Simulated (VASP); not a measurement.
Here is the system:

```
ZnTe
1.0
    0.00000     3.02881     3.02881
    3.02881     0.00000     3.02881
    3.02881     3.02881     0.00000
Zn Te
1 1
Cartesian
  0.00000   0.00000   0.00000
  1.51440   1.51440   1.51440
```

Level of theory: HSEsol screened hybrid, VASP's PBE PAW potentials (set 64) (plane waves; VASP 6.6.1). Numerical set-up: 520 eV cut-off, 6×6×6 Γ-centred mesh, Gaussian smearing of 0.050 eV, potentials Zn Te.

Unless said otherwise, spin-orbit coupling is left out, though it shifts the bands of the heavy elements here.

Problem. What does the run give for the energy per atom (σ→0), band gap (on the k-mesh) with the smallest direct gap where there is one?

Solution. 
```yaml
band gap (on the k-mesh): 2.14 eV
smallest direct gap (on the k-mesh): 2.14 eV
energy per atom (σ→0): -3.474 eV/atom
```

The absolute energy has meaning only against runs of the same code, potentials and settings.

The compound is ZnTe in the zinc blende structure. This cell is one point of a volume scan, at 0.94 of the reference volume. The cell's shape comes from a PBE relaxation.
